**Two relaxations of the same III-V crystals: finding the setting that differs**

Seven zincblende III-V compounds were relaxed twice with plane-wave density functional theory, with one setting changed between the runs. The second run gives smaller cells and, except for BP, weaker formation energies. Which setting does that, and how much does it matter for lattice mismatch and gaps?

Zincblende type, space group F-43m (216); same groups of the periodic table, sites A = 4 atoms with 4 neighbours, B = 4 atoms with 4 neighbours. Plane-wave PAW relaxations with two functionals.

| formula | distinct k-meshes among the runs behind the row | element on site A | Z A | element on site B | Z B | k mesh | smearing width | volume, functional 1 (Å³) | volume, functional 2 (Å³) | energy over elements, functional 1 (eV/atom) | energy over elements, functional 2 (eV/atom) | band gap on mesh, functional 1 (eV) | bulk modulus, functional 1 (GPa) | volume change, second over first less one (%) |
| --- | --- | --- | --- | --- | --- | --- | --- | --- | --- | --- | --- | --- | --- | --- |
| BP | 10x10x10 | B | 5 | P | 15 | 10×10×10 | 0.02 eV | 11.76 | 11.45 | -0.429 | -0.468 | 1.252 | 162 | -2.7 |
| GaP | 8x8x8 | Ga | 31 | P | 15 | 8×8×8 | 0.02 eV | 20.85 | 20.19 | -0.432 | -0.414 | 1.583 | 76.7 | -3.2 |
| GaAs | 12x12x12 | Ga | 31 | As | 33 | 12×12×12 | 0.02 eV | 23.71 | 22.86 | -0.352 | -0.312 | 0.161 | 60.5 | -3.6 |
| GaSb | 12x12x12 | Ga | 31 | Sb | 51 | 12×12×12 | 0.1 eV | 29.99 | 28.78 | -0.166 | -0.110 | 0.000 | 44.7 | -4.0 |
| InP | 10x10x10 / 8x8x8 | In | 49 | P | 15 | 10×10×10 | 0.02 eV | 26.46 | 25.59 | -0.245 | -0.197 | 0.441 | 59.3 | -3.3 |
| InAs | 12x12x12 | In | 49 | As | 33 | 12×12×12 | 0.1 eV | 29.60 | 28.54 | -0.244 | -0.175 | n/a | n/a | -3.6 |
| InSb | 12x12x12 | In | 49 | Sb | 51 | 12×12×12 | 0.1 eV | 36.51 | 35.08 | -0.128 | -0.043 | 0.000 | 36.7 | -3.9 |

**What happens.** Every cell shrinks, from 2.7% in volume for BP to 4.0% for GaSb. Among the Ga and In compounds the size is set by the anion, growing from phosphide to arsenide to antimonide. The 0.1-point differences between Ga and In partners are not resolved, since the pressure left in the second InSb run is alone worth 0.13% in volume. The total energies of the same runs add a second clue: the second setting lowers every compound by 0.30 to 0.33 eV per atom. Together with the smaller cells, this suggests an added attraction of about equal size for light and heavy members.

**How the contraction scales.** Write $E_2(V)=E_1(V)+E_{\rm add}(V)$, where $V$ is the volume per atom. At the new minimum the crystal of functional 1 is compressed until its pressure $P$ balances the inward pull of the added term. For a small strain $P\approx -B\,\Delta V/V$, with $B$ the bulk modulus of the table. If $E_{\rm add}\propto -V^{-n}$, then

$$PV=n\,|E_{\rm add}|\equiv W,\qquad -\frac{\Delta V}{V}\approx\frac{W}{BV}.$$

The resistance is therefore the energy $BV$ per atom, not $B$ alone. One value of $W$ fitted to the six rows with a bulk modulus is 0.325 eV per atom. For GaAs, which was part of the fit,

$$BV=60.5\times 23.71\ \text{GPa Å}^3=1434\ \text{GPa Å}^3=8.95\ \text{eV},\qquad \frac{0.325}{8.95}=3.6\%,$$

as in the table. The output printed after this text gives the other rows.

The rms misfit is 0.06 percentage points of volume change, close to the rounding of that column, and the worst row is GaSb at 0.11 points. The form accounts for an oddity of the table: InSb is softer than GaSb yet shrinks no more, because its larger volume brings $BV$ to the same 8.4 eV. BP has the largest $BV$ and shrinks least. The single $W$ is only a first-order statement. With the full Birch-Murnaghan curve, which includes stiffening under compression, $PV$ lies between 0.325 eV in BP and 0.365 eV in GaSb, so the added term is nearly, not exactly, the same along the series.

**What could look alike.** A uniform external pressure also shrinks soft crystals more. It would raise the energy, though, and a fit with one pressure for the six rows misses by 0.88 points rms, with BP worst. The pull read from the equations of state is far from uniform: 4.55 GPa in BP, 2.41 in GaAs and 1.62 in InSb. The heavy members are pulled less and yield more. Cutoff, smearing and k mesh agree within each row, apart from the two meshes of InP, whose effect on the volume is untested.

A different exchange-correlation functional is the more serious candidate, because one that binds more strongly also gives smaller cells. A hybrid or a Hubbard term changes the potential that the electrons feel, so it moves the gap at fixed geometry. In GaAs the gap rises from 0.161 to 0.429 eV between the runs, which at first looks like such a change. Yet functional 1, merely compressed to the second volume, also gives 0.429 eV by interpolation along its own gap-volume curve. BP, GaP and InP agree in the same way, to better than 0.001 eV (the rounding of the volumes alone could shift the comparison by up to 0.003 eV), so in these four rows the electrons notice the setting only through the cell size. A close semilocal relative of functional 1 would shift gaps at fixed volume much less than a hybrid, so the gap test is weaker against that case. The total energies speak against it: a new exchange-correlation form would be expected to shift them by amounts that depend strongly on the filled d shells treated, yet the shift is nearly the same for BP, with 8 electrons in the cell, and InSb, with 28.

The clues point to an attractive energy that depends on where the nuclei are and stays out of the one-electron equations. Its volume dependence can be read off: subtracting the small elastic cost from the total energy shift gives $E_{\rm add}$, and $n=PV/|E_{\rm add}|$ comes out between 0.99 and 1.12.

Calculated values. Zincblende III-V crystals (F-43m), cell and atoms relaxed with Ansatz 0.2.0 in PBE (functional 1) and PBE-D3(BJ) (functional 2), using scalar-relativistic plane-wave PAW, a 420 eV cutoff, Gaussian smearing and no spin polarisation. Energies over elements are relative to the elements' standard states in the same functional; bulk moduli come from Birch-Murnaghan fits.

**Why.** The setting is the dispersion correction: functional 1 is PBE and functional 2 is PBE-D3(BJ). D3(BJ) adds to PBE a sum over atom pairs for the London dispersion attraction, whose long-range part a semilocal functional lacks. The leading term is $-C_6/(r^6+R^6)$, where $r$ is the pair distance, $C_6$ the dispersion coefficient and $R$ a damping radius of a few ångström. It contributes to energy, forces and stress but not to the Kohn-Sham potential. The gap agreement is thus built into the method: it identifies the setting and is no test of its accuracy.

Undamped $1/r^6$ terms would give $n=2$, since $r^6\propto V^2$. Theory argues for a value near 1 when $R$ is not small against the atomic spacing, because the pair function is then smooth and the lattice sum approaches an integral over the atom density $1/V$:

$$E_{\rm add}\approx-\frac{1}{2V}\int_0^\infty\frac{4\pi r^2\,C_6}{r^6+R^6}\,dr=-\frac{\pi^2C_6}{3R^3V}.$$

The integral also counts the atom itself at $r=0$. Taking that out adds a constant $C_6/(2R^6)$ to the energy, which by itself lifts $n$ a little above 1. Each atom is drawn in by a cloud of many neighbours, and the bonded ones, which sit on the flat part of the damped function, pull little. The exponent found fits this picture, although the $C_8$ term and the dependence of $C_6$ on coordination also enter and are not separated here. That $|E_{\rm add}|$ hardly varies would need $C_6/R^3$ to grow in step with $V$, which is plausible for larger, more polarisable atoms but remains a guess.

**Why formation energies weaken.** The energy over elements is a difference, and the elements gain dispersion energy too. InSb is lowered by 0.314 eV per atom, while the shift of its elements, obtained by subtraction, is 0.399, so the formation energy goes from $-0.128$ to $-0.043$ eV per atom. The compound has lost no binding; its references have gained more. In BP the balance is reversed, 0.326 against 0.287, and formation strengthens. A likely but untested reason is that heavy elements pack more neighbours within reach than the open four-coordinated network does.

**What to do about it.** Take all lattice constants from one level. Because the members shrink by similar fractions, the mismatch of InAs on InP only moves from 3.81% to 3.70%. A nearly matched pair is more sensitive in relative terms: InAs on GaSb goes from $-0.44$% to $-0.28$%, because the antimonide shrinks more. Mixing levels is far worse: the GaAs bond changes from 2.488 to 2.458 Å, a spurious strain of 1.2% that exceeds the whole InAs/GaSb mismatch.

Treat gaps as functions of the chosen volume, and check where the conduction minimum lies. Compression raises the antibonding $s$-like state at Γ, a standard result, and the direct gap of GaAs gains about 0.078 eV per 1% of volume compression near its D3 volume. The indirect gap of BP instead falls by 0.014 eV per 1%, and on the sampled k points GaP switches from direct at its PBE volume to indirect, as the real crystal is, at its D3 volume. A conduction minimum away from Γ can fall between the mesh points and lie lower than the value read, so whether GaP is truly direct at its PBE volume needs a finer scan towards X.

Dispersion does not repair the gaps that PBE makes too small. GaAs stays far below its real gap, and GaSb, InAs and InSb keep touching bands in both runs although they are real semiconductors. This is the known gap underestimate of PBE. Spin-orbit coupling, left out here, is not expected to cure it, since it raises the valence top, most of all in the antimonides. For a neighbouring tetrahedral III-V crystal, $W/(BV)$ is a first estimate of the contraction; run backwards on InAs, which was outside the fit, it implies a bulk modulus near 49 GPa, an untested value. Formation energies as small as that of InSb should be quoted at both levels, as zero-temperature values without zero-point motion, since the dispersion shift is two thirds of the PBE value.

Output of the analysis:

```
Set 2 minus set 1: bond 1, bond 2 (A); shift of compound, formation energy, elements (eV/atom, rounding 0.001)
BP    1.969 1.952  -0.326 -0.039 -0.287
GaP   2.384 2.358  -0.312 +0.018 -0.330
GaAs  2.488 2.458  -0.315 +0.040 -0.355
GaSb  2.691 2.654  -0.323 +0.056 -0.379
InP   2.581 2.552  -0.302 +0.048 -0.350
InAs  2.679 2.647  -0.306 +0.069 -0.375
InSb  2.873 2.835  -0.314 +0.085 -0.399
element shift, In minus Ga pairs (P, As, Sb): -0.020 -0.020 -0.020 eV/atom
As minus P (Ga, In): -0.025 -0.025; Sb minus P: -0.049 -0.049 eV/atom
Fits: W = 0.325 eV/atom; P = 1.84 GPa; constant = 3.45 %
row, B V (eV/atom), contraction (%), model minus table for W/(B V), P/B, constant (points, rounding 0.05)
BP     11.89 2.7  +0.04 -1.57 +0.75
GaP     9.98 3.2  +0.06 -0.80 +0.25
GaAs    8.95 3.6  +0.03 -0.56 -0.15
GaSb    8.37 4.0  -0.11 +0.11 -0.55
InP     9.79 3.3  +0.02 -0.20 +0.15
InSb    8.36 3.9  -0.01 +1.11 -0.45
W/(B V): rms 0.06, worst GaSb -0.11 points
P/B: rms 0.88, worst BP -1.57 points
constant: rms 0.44, worst BP +0.75 points
free exponent of contraction against B V: -1.08 (model -1)
InAs has no B, not fitted; B implied by W: 49 GPa, untested
residual pressure 0.047 GPa of InSb set 2 run is worth 0.13 % in volume
Birch-Murnaghan at set 2 volume: pull P (GPa), P V, elastic cost, added energy (eV/atom), exponent n = P V/|added|
BP    4.55  0.325 0.004 -0.330  0.99
GaP   2.65  0.334 0.005 -0.317  1.05
GaAs  2.41  0.344 0.006 -0.321  1.07
GaSb  2.03  0.365 0.007 -0.331  1.10
InP   2.14  0.343 0.006 -0.307  1.12
InSb  1.62  0.354 0.007 -0.321  1.10
n from 0.99 to 1.12; undamped 1/r^6 gives 2; volume rounding moves n by up to 3 %
Gaps (eV): V2/V1, set 1, set 1 curve at V2, set 2, difference, volume rounding bound, slope per 1 % compression
BP    0.9736 1.252 1.216 1.216 -0.0004 0.0012 -0.014
GaP   0.9683 1.583 1.638 1.638 -0.0002 0.0009 -0.019
GaAs  0.9642 0.161 0.429 0.429 -0.0004 0.0033 +0.078
InP   0.9671 0.441 0.624 0.624 +0.0005 0.0022 +0.057
GaSb: rough linear gap closing at V/V1 = 0.958; set 2 sits at 0.960, gap 0
lattice mismatch InAs over GaSb: set 1 -0.44 %, set 2 -0.28 % (rounding about 0.01)
lattice mismatch InAs over InP: set 1 +3.81 %, set 2 +3.70 % (rounding about 0.01)
lattice mismatch GaAs over InP: set 1 -3.59 %, set 2 -3.69 % (rounding about 0.01)
```
